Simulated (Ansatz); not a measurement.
# GaN: the cost of one run

Program: Ansatz 0.2.0. Level of theory: DFT PBE, scalar-relativistic, plane waves, PAW. These are calculated values, not measurements.

### 1 The system as given

The structure is hexagonal, space group P6_222 (No. 180). Conventional cell: a = 2.979 Å, b = 2.979 Å, c = 6.523 Å, α = 90.00°, β = 90.00°, γ = 120.00°. Ga (site symmetry 222) has 4 N at 1.84 Å as nearest neighbours. N (site symmetry 222) has 4 Ga at 1.84 Å as nearest neighbours.

Coordinates:

```cif
data_structure
_symmetry_space_group_name_H-M 'P6_222'
_symmetry_Int_Tables_number 180
_cell_length_a 2.9786
_cell_length_b 2.9786
_cell_length_c 6.5232
_cell_angle_alpha 90.000
_cell_angle_beta 90.000
_cell_angle_gamma 120.000
_cell_volume 50.12
loop_
_atom_site_label
_atom_site_type_symbol
_atom_site_symmetry_multiplicity
_atom_site_Wyckoff_symbol
_atom_site_fract_x
_atom_site_fract_y
_atom_site_fract_z
_atom_site_occupancy
Ga1 Ga 3 d 0.00000 0.50000 0.16667 1
N1 N 3 c 0.50000 0.50000 0.33333 1
```

The cell is invented: 4-connected net, two elements alternating (P6_222, No. 180). Its size is a rough estimate.

### 2 The guess as it stands, on a coarse mesh

Contents of input.yaml:

```yaml
crystal:
  lattice:
    - [2.97857285, 0.0, 0.0]
    - [-1.48928642, 2.57951975, 0.0]
    - [0.0, 0.0, 6.52317052]
  atoms:
    - { symbol: Ga, position: [0.0, 0.5, 0.16666667] }
    - { symbol: Ga, position: [0.5, 0.5, 0.83333333] }
    - { symbol: Ga, position: [0.5, 0.0, 0.5] }
    - { symbol: "N", position: [0.5, 0.5, 0.33333333] }
    - { symbol: "N", position: [0.5, 0.0, 0.0] }
    - { symbol: "N", position: [0.0, 0.5, 0.66666667] }
basis:
  ecutwfc: 420
kpoints:
  mp_grid: { grid: [6, 6, 4] }
hamiltonian:
  xc: pbe
scf:
  occupations: { method: gaussian, width: 0.1 }
  lower_state_search: "off"
output:
  forces: true
  stress: true
  eigenvalues: true
```

Command:

```bash
$ ansatz run input.yaml --threads 1 --pin off --max-ram 2560MiB --backend cpu --events-out ev --progress --plain --runs-dir out
```

Q: Estimate wall time and peak memory on 1 thread of Arm Neoverse V1, shared host.

About 3.4 s, with a peak of 0.28 GiB.
